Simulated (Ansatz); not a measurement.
Set up this calculation in Ansatz 0.2.0, as the native input.

* Task: band structure
* Functional: PBE
* Potentials or basis: Ansatz PAW large core
* Cutoff: 420 eV (not typed: the program's choice for these potentials)
* k mesh: 7 × 7 × 4
* Occupations: fermi-dirac, width 0.05 eV
* Spin: no spin polarisation
* Path: [["G", "M", "K", "G", "A", "L", "H", "A"], ["L", "M"], ["K", "H"]]
* Points for each segment of the path: 14

Crystal: CdSe (Cadmoselite).

```
Cd Se
1.0
     4.30000    0.00000    0.00000
    -2.15000    3.72391    0.00000
     0.00000    0.00000    7.02000
Cd Se
2 2
Direct
  0.66667 0.33333 0.50000
  0.33333 0.66667 0.00000
  0.66667 0.33333 0.88500
  0.33333 0.66667 0.38500
```

These files were run (other wordings do the same):

input.yaml

```yaml
crystal:
  lattice:
    - [4.3, 0.0, 0.0]
    - [-2.15, 3.7239092363, 0.0]
    - [0.0, 0.0, 7.02]
  atoms:
    - { symbol: Cd, position: [0.6666666667, 0.3333333333, 0.5] }
    - { symbol: Cd, position: [0.3333333333, 0.6666666667, 0.0] }
    - { symbol: Se, position: [0.6666666667, 0.3333333333, 0.885] }
    - { symbol: Se, position: [0.3333333333, 0.6666666667, 0.385] }
hamiltonian:
  xc: pbe
  pseudopotentials: { kind: paw, core: large }
kpoints:
  mp_grid: { grid: [7, 7, 4] }
  band_path:
    path:
      - [[0.0, 0.0, 0.0], [0.5, 0.0, 0.0], [0.3333333333, 0.3333333333, 0.0], [0.0, 0.0, 0.0], [0.0, 0.0, 0.5], [0.5, 0.0, 0.5], [0.3333333333, 0.3333333333, 0.5], [0.0, 0.0, 0.5]]
      - [[0.5, 0.0, 0.5], [0.5, 0.0, 0.0]]
      - [[0.3333333333, 0.3333333333, 0.0], [0.3333333333, 0.3333333333, 0.5]]
    npoints: 14
scf:
  occupations: { method: fermi_dirac, width: 0.05 }
  n_extra_bands: 10
output:
  forces: true
  stress: true
  eigenvalues: true
  fatbands: false
```

Potentials or basis: Ansatz PAW large core.

The run is started by

```sh
$ ansatz run input.yaml --threads 2 --pin off --max-ram 5120MiB --backend cpu --events-out ev --progress --plain --runs-dir out
```

It gave:

- Pressure: 3.0 GPa
- Largest force: 0.283 eV/Å
- Band gap on the k mesh: 0.71 eV, direct
- Band gap along the path: 0.71 eV, direct

Caveat: this set keeps more shells in the core, which shifts pressures and gaps.

Wall time 6.7 s on 2 threads of Intel(R) Xeon(R) 6975P-C (Granite Rapids) (shared host), peak memory 0.57 GiB.
